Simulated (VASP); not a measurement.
# W (Im-3m) in VASP: a series of runs, part 2 of 2

VASP 6.6.1. The steps go on from the part before.

## (5) Single point, PBE

Contents of INCAR:

```
SYSTEM = W
ALGO = Fast
EDIFF = 1E-7
ENCUT = 520
GGA = PE
ISIF = 2
ISMEAR = 0
LASPH = .True.
LCHARG = .False.
LREAL = .False.
LWAVE = .False.
NBANDS = 13
NELM = 100
PREC = Accurate
SIGMA = 0.1
```

Contents of KPOINTS:

```
k-points
0
Gamma
  12 12 12
  0 0 0
```

Contents of POSCAR:

```
W
1.0
   -1.5823450000      1.5823450000      1.5823450000
    1.5823450000     -1.5823450000      1.5823450000
    1.5823450000      1.5823450000     -1.5823450000
W
1
Direct
    0.0000000000      0.0000000000      0.0000000000
```

Potentials or basis: VASP PAW PBE potentials, release 64 (W_sv).

Run with:

```bash
$ cat potpaw_PBE.64/W_sv/POTCAR > POTCAR
$ mpirun -np 1 vasp_std > vasp.out
```

OUTCAR:

```text
SYSTEM = W
   EDIFF = 1E-7
   ENCUT = 520
   GGA = PE
   ISIF = 2
   ISMEAR = 0
   LASPH = .True.
   LREAL = .False.
   NELM = 100
   PREC = Accurate

 ion  position               nearest neighbor table
   1  0.000  0.000  0.000-

  LATTYP: Found a body centered cubic cell.
 ALAT       =     3.1646900000

  Lattice vectors:

 A1 = (  -1.5823450000,   1.5823450000,   1.5823450000)
 A2 = (   1.5823450000,  -1.5823450000,   1.5823450000)
 A3 = (   1.5823450000,   1.5823450000,  -1.5823450000)

Analysis of symmetry for initial positions (statically):
=====================================================================
 Subroutine PRICEL returns:
 Original cell was already a primitive cell.

 Routine SETGRP: Setting up the symmetry group for a
 body centered cubic supercell.

 Subroutine GETGRP returns: Found 48 space group operations
 (whereof 48 operations were pure point group operations)
 out of a pool of 48 trial point group operations.

The static configuration has the point symmetry O_h .

Analysis of symmetry for dynamics (positions and initial velocities):
=====================================================================
 Subroutine PRICEL returns:
 Original cell was already a primitive cell.

 Routine SETGRP: Setting up the symmetry group for a
 body centered cubic supercell.

 Subroutine GETGRP returns: Found 48 space group operations
 (whereof 48 operations were pure point group operations)
 out of a pool of 48 trial point group operations.

The dynamic configuration has the point symmetry O_h .

 Subroutine INISYM returns: Found 48 space group operations
 (whereof 48 operations are pure point group operations),
 and found     1 'primitive' translations

----------------------------------------------------------------------------------------

                                     Primitive cell

  volume of cell :      15.8476

  direct lattice vectors                    reciprocal lattice vectors
    -1.582345000  1.582345000  1.582345000     0.000000000  0.315986716  0.315986716
     1.582345000 -1.582345000  1.582345000     0.315986716  0.000000000  0.315986716
     1.582345000  1.582345000 -1.582345000     0.315986716  0.315986716  0.000000000

  length of vectors
     2.740701935  2.740701935  2.740701935     0.446872699  0.446872699  0.446872699

  position of ions in fractional coordinates (direct lattice)
     0.000000000  0.000000000  0.000000000

  ion indices of the primitive-cell ions
   primitive index   ion index
                 1           1

----------------------------------------------------------------------------------------

 KPOINTS: k-points

Automatic generation of k-mesh.
 Grid dimensions read from file:
 generate k-points for:   12   12   12

 Generating k-lattice:

  Cartesian coordinates                     Fractional coordinates (reciprocal lattice)
     0.000000000  0.026332226  0.026332226     0.083333333  0.000000000  0.000000000
     0.026332226  0.000000000  0.026332226     0.000000000  0.083333333  0.000000000
     0.026332226  0.026332226  0.000000000     0.000000000  0.000000000  0.083333333

  Length of vectors
     0.037239392  0.037239392  0.037239392

  Shift w.r.t. Gamma in fractional coordinates (k-lattice)
     0.000000000  0.000000000  0.000000000

 Subroutine IBZKPT returns following result:
 ===========================================

 Found     72 irreducible k-points:

 Following reciprocal coordinates:
            Coordinates               Weight
  0.000000  0.000000  0.000000      1.000000
  0.083333  0.000000  0.000000     12.000000
  0.166667  0.000000  0.000000     12.000000
  0.250000  0.000000  0.000000     12.000000
  0.333333  0.000000  0.000000     12.000000
  0.416667  0.000000  0.000000     12.000000
[... 16 lines left out ...]
  0.333333  0.083333  0.083333     24.000000
  0.416667  0.083333  0.083333     12.000000
 [... further k-points ...]
   k-points           NKPTS =     72   k-points in BZ     NKDIM =     72   number of bands    NBANDS=     13
   number of dos      NEDOS =    301   number of ions     NIONS =      1
   total plane-waves  NPLWV =   8000
   dimension x,y,z NGX =    20 NGY =   20 NGZ =   20
   dimension x,y,z NGXF=    40 NGYF=   40 NGZF=   40
   ions per type =               1
   NGX,Y,Z   is equivalent  to a cutoff of  12.13, 12.13, 12.13 a.u.
   NGXF,Y,Z  is equivalent  to a cutoff of  24.26, 24.26, 24.26 a.u.
 SYSTEM =  W
   PREC   = accura    normal or accurate (medium, high low for compatibility)
   ISTART =      0    job   : 0-new  1-cont  2-samecut
   ICHARG =      2    charge: 1-file 2-atom 10-const
   ISPIN  =      1    spin polarized calculation?
   LNONCOLLINEAR =      F non collinear calculations
   LSORBIT =      F    spin-orbit coupling
   LASPH  =      T    aspherical Exc in radial PAW
   ENCUT  =  520.0 eV  38.22 Ry    6.18 a.u.   5.10  5.10  5.10*2*pi/ulx,y,z
   NELM   =    100;   NELMIN=  2; NELMDL= -5     # of ELM steps
   EDIFF  = 0.1E-06   stopping-criterion for ELM
   LREAL  =      F    real-space projection
   EDIFFG = 0.1E-05   stopping-criterion for IOM
   NSW    =      0    number of steps for IOM
   IBRION =     -1    ionic relax: 0-MD 1-quasi-New 2-CG
   NFREE  =      0    steps in history (QN), initial steepest desc. (CG)
   ISIF   =      2    stress and relaxation
   ISYM   =      2    0-nonsym 1-usesym 2-fastsym
   POTIM  = 0.5000    time-step for ionic-motion
   TEBEG  =    0.0;   TEEND  =   0.0 temperature during run
   PSTRESS=    0.0 pullay stress
   NELECT =      14.0000    total number of electrons
   NUPDOWN=      -1.0000    fix difference up-down
   EMIN   =  10.00;   EMAX   =-10.00  energy-range for DOS
   EFERMI =   0.00;   METHOD = LEGACY
   ISMEAR =     0;   SIGMA  =   0.10  broadening in eV -4-tet -1-fermi 0-gaus
   EFERMI_NEDOS =   21; number of points for ismear=-14 and -15
   IALGO  =     68    algorithm
   IMIX   =      4    mixing-type and parameters
     AMIX     =   0.40;   BMIX     =  1.00
     AMIX_MAG =   1.60;   BMIX_MAG =  1.00
  volume/ion in A,a.u.               =      15.85       106.94
  Fermi-wavevector in a.u.,A,eV,Ry     =   1.570832  2.968442 33.572544  2.467512
  Thomas-Fermi vector in A             =   2.672506
   LORBIT       =      0    0 simple, 1 ext, 2 COOP (PROOUT), +10 PAW based schemes
   GGA     = PE    functional components
   LHFCALC =     F    Hartree Fock is set to
   AEXX    =    0.0000 exact exchange contribution
   IVDW    =     0    specifies the selected vdW correction
   LEPSILON=     F    determine dielectric tensor
   LRPA    =     F    only Hartree local field effects (RPA)
 non-spin polarized calculation
 RMM-DIIS sequential band-by-band and
 Gauss-broadening in eV      SIGMA  =   0.10
  energy-cutoff  :      520.00
  volume of cell :       15.85
 maximum number of plane-waves:       438
   NGX = 11   NGY = 11   NGZ = 11

 number of electron      14.0000004 magnetization

 Free energy of the ion-electron system (eV)
  ---------------------------------------------------
  ext. energy  EPLUGINS =         0.00000000
  ---------------------------------------------------
  free energy    TOTEN  =       -12.94979397 eV

  energy without entropy =      -12.94651328  energy(sigma->0) =      -12.94815363

 E-fermi :  11.3545     XC(G=0): -13.6431

 val. band max:       11.3230269994   @ k =  -0.2500   0.3333   0.1667
 cond. band min:      11.3731222124   @ k =  -0.1667   0.1667   0.0833
 fundamental gap:      0.0500952130
 Fermi energy:        11.3544961967

 k-point     1 :       0.0000    0.0000    0.0000
  band No.  band energies     occupation
      1     -62.7412      2.00000
      2     -26.3021      2.00000
      3     -26.3021      2.00000
      4     -26.3021      2.00000
      5       1.8089      2.00000
      6      10.2162      2.00000
      7      10.2162      2.00000
      8      10.2162      2.00000
      9      13.7077      0.00000
     10      13.7077      0.00000
     11      25.9654      0.00000
     12      25.9654      0.00000
     13      25.9654      0.00000
[... 353 lines left out ...]
 k-point    24 :       0.4167    0.0833    0.0833
  band No.  band energies     occupation
      1     -62.6045      2.00000
      2     -27.5057      2.00000
      3     -26.7804      2.00000
      4     -26.3959      2.00000
      5       5.8338      2.00000
      6       7.8353      2.00000
      7      11.1715      1.99036
      8      13.8494      0.00000
      9      14.6214      0.00000
     10      18.8738      0.00000
     11      21.3816      0.00000
     12      23.6588      0.00000
     13      27.4876      0.00000

 [... further k-points ...]

------------------------ aborting loop because EDIFF is reached ----------------------------------------

  FORCE on cell =-STRESS in cart. coord.  units (eV):
  Direction    XX          YY          ZZ          XY          YZ          ZX
  --------------------------------------------------------------------------------------
  -------------------------------------------------------------------------------------
  Total        0.6397020      0.6397020      0.6397020      0.0000000      0.0000000      0.0000000
  in kB       64.6732635     64.6732635     64.6732635      0.0000000      0.0000000      0.0000000
  external PRESSURE =      64.6732635 kB  Pullay stress =       0.0000000 kB

 VOLUME and BASIS-vectors are now :
 -----------------------------------------------------------------------------
  energy-cutoff  :      520.00
  volume of cell :       15.85
      direct lattice vectors                 reciprocal lattice vectors
    -1.582345000  1.582345000  1.582345000     0.000000000  0.315986716  0.315986716
     1.582345000 -1.582345000  1.582345000     0.315986716  0.000000000  0.315986716
     1.582345000  1.582345000 -1.582345000     0.315986716  0.315986716  0.000000000

 POSITION                                       TOTAL-FORCE (eV/Angst)
 -----------------------------------------------------------------------------------
      0.00000      0.00000      0.00000        -0.000000      0.000000     -0.000000
 -----------------------------------------------------------------------------------
    total drift:                                0.000000     -0.000000      0.000000

  FREE ENERGIE OF THE ION-ELECTRON SYSTEM (eV)
  ---------------------------------------------------
  free  energy   TOTEN  =       -12.9497939687 eV

  energy  without entropy=      -12.9465132826  energy(sigma->0) =      -12.94815363
```

OSZICAR:

```text
N       E                     dE             d eps       ncg     rms          rms(c)
DAV:   1     0.864095878663E+02    0.86410E+02   -0.76737E+03  1877   0.125E+03
DAV:   2    -0.118696765287E+02   -0.98279E+02   -0.94037E+02  2092   0.319E+02
DAV:   3    -0.135642434822E+02   -0.16946E+01   -0.16886E+01  2052   0.404E+01
DAV:   4    -0.135711894682E+02   -0.69460E-02   -0.69459E-02  2062   0.282E+00
DAV:   5    -0.135712445400E+02   -0.55072E-04   -0.55071E-04  2087   0.242E-01    0.209E+01
RMM:   6    -0.130837101336E+02    0.48753E+00   -0.38743E-01  2021   0.586E+00    0.878E+00
RMM:   7    -0.129527023575E+02    0.13101E+00   -0.29407E-01  2029   0.511E+00    0.892E-01
RMM:   8    -0.129499990131E+02    0.27033E-02   -0.11719E-02  2292   0.120E+00    0.264E-01
RMM:   9    -0.129498018497E+02    0.19716E-03   -0.17427E-03  2187   0.508E-01    0.211E-02
RMM:  10    -0.129498032326E+02   -0.13829E-05   -0.26711E-04  2283   0.199E-01    0.106E-02
RMM:  11    -0.129497934756E+02    0.97570E-05   -0.29045E-05  2364   0.669E-02    0.395E-03
RMM:  12    -0.129497942326E+02   -0.75698E-06   -0.55603E-06  2336   0.306E-02    0.303E-03
RMM:  13    -0.129497938495E+02    0.38311E-06   -0.10949E-06  2174   0.135E-02    0.175E-03
RMM:  14    -0.129497939645E+02   -0.11495E-06   -0.34925E-07  1702   0.669E-03    0.340E-04
RMM:  15    -0.129497939687E+02   -0.41939E-08   -0.30877E-08  1109   0.207E-03
   1 F= -.12949794E+02 E0= -.12948154E+02  d E =-.328069E-02
```

Wall time 20 s (1 thread of AMD EPYC 7R43 (Zen 3), shared host); peak memory 0.09 GiB.

Results:

* Free energy: -12.9498 eV
* Pressure: 6.5 GPa
* Band gap on the k mesh: none (metal or under the smearing width)

## (6) Summary

| k mesh | mesh quality | gap on the mesh (eV) | pressure (GPa) |
| --- | --- | --- | --- |
| 4 × 4 × 4 | coarse | none | 5.2 |
| 6 × 6 × 6 | coarse | none | 4.3 |
| 8 × 8 × 8 | not flagged | none | 6.6 |
| 12 × 12 × 12 | not flagged | none | 6.5 |

Alike in all rows: task single point; level PBE; potentials or basis VASP PAW PBE potentials, release 64 (W_sv); no spin polarisation; cell as given; cutoff (eV) 520; smearing gaussian 0.1 eV.

Caveats: some runs use coarse meshes.

Total energies depend on the potentials used, so only differences within one code and one set of settings carry meaning.
